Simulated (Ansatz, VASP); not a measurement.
# NaCl in VASP and in Ansatz

File INCAR:

```
SYSTEM = NaCl
PREC     = Accurate       ! precision mode
ENCUT    = 520            ! plane-wave cutoff, eV
EDIFF    = 1E-6           ! SCF threshold, eV
ISMEAR   = 0              ! smearing method
SIGMA    = 0.05           ! smearing width, eV
LREAL    = .FALSE.        ! projectors in reciprocal space
LASPH    = .TRUE.         ! aspherical terms in the spheres
NELM     = 60             ! most SCF steps
ALGO     = Normal         ! electronic algorithm
ISIF     = 2              ! what is computed and relaxed
LWAVE    = .FALSE.        ! write WAVECAR
LCHARG   = .FALSE.        ! write CHGCAR
GGA      = PE             ! functional
NBANDS   = 14             ! bands
```

Contents of KPOINTS:

```
regular mesh
0
G
  6 6 6
  0 0 0
```

File POSCAR:

```
NaCl
1.0
    3.5021900000      0.0000000000      0.0000000000
    0.0000000000      3.5021900000      0.0000000000
    0.0000000000      0.0000000000      3.5021900000
Na Cl
1 1
Direct
    0.0000000000      0.0000000000      0.0000000000
    0.4752718898      0.4752718898      0.4752718898
```

Input for Ansatz:

```yaml
crystal:
  lattice:
    - [3.50219, 0.0, 0.0]
    - [0.0, 3.50219, 0.0]
    - [0.0, 0.0, 3.50219]
  atoms:
    - { symbol: Na, position: [0.0, 0.0, 0.0] }
    - { symbol: Cl, position: [0.4752718898, 0.4752718898, 0.4752718898] }
basis:
  ecutwfc: 420
kpoints:
  mp_grid: { grid: [6, 6, 6] }
hamiltonian:
  xc: pbe
scf:
  occupations: { method: gaussian, width: 0.05 }
output:
  forces: true
  stress: true
  eigenvalues: true
```

Change from the starting cell: all Cl atoms moved +0.150 Å, as atom 2 towards its neighbour atom 1 (Na) at 3.033 Å.

Alike in both runs: task single point; functional PBE; k mesh 6 × 6 × 6; occupations gaussian, width 0.05 eV; no spin polarisation.

|  | VASP | Ansatz |
| --- | --- | --- |
| version | VASP 6.6.1 | Ansatz 0.2.0 |
| potentials or method | VASP PAW PBE potentials, release 64 (Na_pv, Cl) | scalar-relativistic, plane waves, PAW |
| plane-wave cutoff (eV) | 520 | 420 |
| valence electrons in the cell | 14 | 16 |

|  | VASP | Ansatz | Ansatz less VASP |
| --- | --- | --- | --- |
| gap on the k mesh at the Fermi level (eV) | 3.99 | 3.99 | 0.000 |
| least direct gap on the mesh (eV) | 4.48 | 4.48 | 0.000 |
| pressure (GPa) | 0.2 | 0.3 | +0.04 |
| largest component of the traceless stress (GPa) | 0.11 | 0.11 | -0.001 |
| rms of the force components (eV/Å) | 0.034 | 0.034 | -0.0005 |

Atom by atom the forces differ by 0.000 eV/Å (rms over components). The two sets of potentials don't hold the same shells in valence.

A k mesh can miss the band edges.
